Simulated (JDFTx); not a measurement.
Runs of JDFTx 1.7.0 (patched build) on Au. Symmetry: Fm-3m, No. 225, cubic system. The conventional cell has a = 4.070 Å, b = 4.070 Å, c = 4.070 Å, α = 90.00°, β = 90.00°, γ = 90.00°. Au (site symmetry m-3m) has 12 Au at 2.88 Å as nearest neighbours. 

```tsv
task	level	potentials or basis	cell	cutoff (eV)	further solve for the empty bands	gap on the mesh (eV)	pressure (GPa)	V0 of scaled cells (Å³/atom)	B0 (GPa)
equation of state	LDA	PseudoDojo-SR-LDA-0.4.1-standard with smoothed tails	as given	871	-	-	-	16.54	(b)
single point	PBEsol	PseudoDojo-SR-PBEsol-0.4.1-standard with smoothed tails	cell strained at random at fixed volume	1034	yes	none	1.5	-	-
equation of state	PBEsol	PseudoDojo-SR-PBEsol-0.4.1-standard with smoothed tails	as given	1034	-	-	-	(a)	176
equation of state	r2SCAN	SG15-PBE-1.2 with smoothed tails	as given	1088	-	-	-	17.47	159
single point	PBEsol	PseudoDojo-SR-PBEsol-0.4.1-standard with smoothed tails	as given	1034	yes	none	1.2	-	-
```

Alike in all rows: no spin polarisation; k mesh 11 × 11 × 11; smearing fermi-dirac 0.05 eV.

**Question.** Estimate the missing entries.

**Answer.** (a) 16.97; (b) 196.

Caveats: the potentials were made for another functional, which shifts forces and pressure (some runs).

A k mesh can miss the band edges, and the runs leave out spin-orbit coupling on Au.

A gap of «none» marks a metal or a gap under the smearing width.
